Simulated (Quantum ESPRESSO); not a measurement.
Rh:

```
CELL_PARAMETERS angstrom
2.73098 0.00000 0.00000
-1.36549 2.36510 0.00000
0.00000 0.00000 4.42849
ATOMIC_POSITIONS crystal
Rh 0.33333 0.66667 0.25000
Rh 0.66667 0.33333 0.75000
```

This isn't the form of Rh at room conditions, which is fcc.

```yaml
Program: Quantum ESPRESSO 7.5
Task: phonons
Functional: PBE
Potentials_or_basis: SSSP 1.3 efficiency PBE
Cutoff: 816 eV
Density_cutoff: 3265 eV
k_mesh: 9 × 9 × 5
Occupations: methfessel-paxton, width 0.136 eV
Spin: no spin polarisation
Mixing_beta: 0.5
Most_SCF_iterations: 120
SCF_threshold: 4e-10 Ry
```

**Question.** Where do the zone-centre optical modes lie?

**Answer.** E2g at 146 cm⁻¹ (Raman); B1g at 235 cm⁻¹ (silent).

Optical modes at Γ, degenerate ones joined:
```csv
cm⁻¹,components,symmetry,active in
146,2,E2g,Raman
235,1,B1g,silent
```

Caveat: the mesh is thin for the phonons of a metal; the cell is more than 3 GPa from zero pressure, which shifts response properties.
